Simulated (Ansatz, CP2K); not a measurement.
# One calculation of ZnCu, 3 ways

```
Zn Cu
1.0
     2.94500    0.00000    0.00000
     0.00000    2.94500    0.00000
     0.00000    0.00000    2.94500
Zn Cu
1 1
Direct
  0.50000 0.50000 0.50000
  0.00000 0.00000 0.00000
```

Alike in all runs: task equation of state; functional PBEsol; k mesh 9 × 9 × 9; occupations fermi-dirac, width 0.05 eV; no spin polarisation; no spin-orbit coupling.

```tsv
program and potentials	plane-wave cutoff (eV)	notes	equilibrium volume (Å³/atom)	bulk modulus (GPa)
Ansatz, Ansatz PAW	420	potentials made for PBE, which Ansatz adapts in part	12.32	135.8
Ansatz, all-electron LAPW, scalar-relativistic	-	-	12.32	136.2
CP2K, POTENTIAL_UZH Zn GTH-PBE-q12, Cu GTH-PBE-q11; TZVP-MOLOPT-PBE-GTH basis	-	atomic basis; potentials made for PBE	12.44	137.8
```

The equilibrium volume spans 12.32 (Ansatz, all-electron LAPW, scalar-relativistic) to 12.44 Å³/atom (CP2K, POTENTIAL_UZH Zn GTH-PBE-q12, Cu GTH-PBE-q11; TZVP-MOLOPT-PBE-GTH basis), with all-electron results at 12.32. The bulk modulus spans 135.8 (Ansatz, Ansatz PAW) to 137.8 GPa (CP2K, POTENTIAL_UZH Zn GTH-PBE-q12, Cu GTH-PBE-q11; TZVP-MOLOPT-PBE-GTH basis), with all-electron results at 136.2. Rows in atomic bases carry the error of their basis and grid, which can be large. For a metal such a mesh isn't converged, which the comparison doesn't need.

Differences between rows come from potentials, basis sets and numerical settings, since the functional is the same but for its coding. Runs on potential files found faulty are left out.
